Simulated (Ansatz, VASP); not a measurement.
**One calculation of BaTiO3, two programs**

```xyz
5
Lattice="4.0036 0.0000 0.0000 0.0000 4.0036 0.0000 0.0000 0.0000 4.0036" Properties=species:S:1:pos:R:3 pbc="T T T"
Ba    2.0018    2.0018    2.0018
Ti    0.0000    0.0000    0.0000
O     2.0018    0.0000    0.0000
O     0.0000    2.0018    0.0000
O     0.0000    0.0000    2.0018
```

Alike in both runs: functional r2SCAN; k mesh 6 × 6 × 6; occupations gaussian, width 0.02 eV; no spin polarisation; Hubbard terms Ti d U = 4.0 eV.

Ansatz relaxed the structure, and its values are those at the end. VASP's run is a single point on that final structure, the one shown.

```csv
,VASP,Ansatz
version,VASP 6.6.1,Ansatz 0.2.0
potentials or method,"VASP PAW PBE potentials, release 64 (Ba_sv, Ti_sv, O)","scalar-relativistic, plane waves, PAW"
plane-wave cutoff (eV),520,500
valence electrons in the cell,40,40
```

|  | VASP | Ansatz | Ansatz less VASP |
| --- | --- | --- | --- |
| gap on the k mesh at the Fermi level (eV) | 2.66 | 2.66 | -0.001 |
| least direct gap on the mesh (eV) | 2.86 | 2.82 | -0.041 |
| pressure (GPa) | 3.9 | 0.0 | -3.82 |

The programs project onto different local orbitals, so the same U acts differently.

Caveats: the PAW data sets were made with another functional, which shifts forces and pressure a little (VASP); spin-orbit coupling is left out, which moves the levels of the heavy elements. A k mesh can miss the band edges.
